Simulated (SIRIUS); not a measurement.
Write the native input for SIRIUS 7.10.0 that does the following.

| Property | Result |
| --- | --- |
| Task | single point |
| Functional | PBE |
| Potentials or basis | PseudoDojo 0.4.1 PBE standard (scalar relativistic) |
| Cutoff | 937 eV |
| Density cutoff | 3749 eV |
| k mesh | 8 × 8 × 8 |
| Occupations | fermi-dirac, width 0.05 eV |
| Spin | no spin polarisation |
| Libxc names | ["XC_GGA_X_PBE", "XC_GGA_C_PBE"] |
| Energy tol | 1e-08 Ha |
| Density tol | 1e-06 |
| Mixer | anderson |
| Mixing beta | 0.7 |
| Max scf | 100 |

The system is Ca.

```
Ca
1.0
    -2.25163    2.21383    2.23487
     2.21603   -2.23722    2.22267
     2.28387    2.26947   -2.25827
Ca
1
Direct
  0.01023 0.00536 0.01779
```

The cell isn't the ideal one: cell strained at random at fixed volume.

The input as run:

sirius.json

```json
{
  "control": {
    "processing_unit": "cpu",
    "verbosity": 2,
    "num_bands_to_print": 11,
    "print_forces": true,
    "print_stress": true
  },
  "parameters": {
    "electronic_structure_method": "pseudopotential",
    "xc_functionals": ["XC_GGA_X_PBE", "XC_GGA_C_PBE"],
    "gk_cutoff": 8.3,
    "pw_cutoff": 16.6,
    "ngridk": [8, 8, 8],
    "shiftk": [0, 0, 0],
    "smearing": "fermi_dirac",
    "smearing_width": 0.0018374661,
    "num_bands": 11,
    "num_mag_dims": 0,
    "num_dft_iter": 100,
    "energy_tol": 1e-08,
    "density_tol": 1e-06
  },
  "iterative_solver": {
    "type": "davidson",
    "min_tolerance": 1e-10
  },
  "mixer": {
    "type": "anderson",
    "beta": 0.7,
    "max_history": 8
  },
  "settings": {
    "tol_ne": 1e-10
  },
  "unit_cell": {
    "lattice_vectors": [
      [-0.582037183023, 0.572265765486, 0.5777063365],
      [0.572834457282, -0.578313802736, 0.574551648009],
      [0.590372653775, 0.586649273489, -0.583754373751]
    ],
    "lattice_vectors_scale": 7.3104579723,
    "atom_coordinate_units": "lattice",
    "atom_types": ["Ca"],
    "atom_files": {
      "Ca": "Ca.json"
    },
    "atoms": {
      "Ca": [
        [0.010229, 0.005361, 0.017786]
      ]
    }
  }
}
```

Potentials or basis: PseudoDojo 0.4.1 PBE standard (scalar relativistic).

Run with:

```bash
$ upf_to_json Ca.upf
$ OMP_NUM_THREADS=1 sirius.scf --input=sirius.json --output=out.json --task=0
```

It gave:

| Item | Value |
| --- | --- |
| Pressure | -1.0 GPa |
| Band gap on the k mesh | none (metal or under the smearing width) |

Caveat: the cell was measured hot, at 740 K.

Wall time 4.5 min on 1 thread of Arm Neoverse V1 (shared host), peak memory 1 GiB.
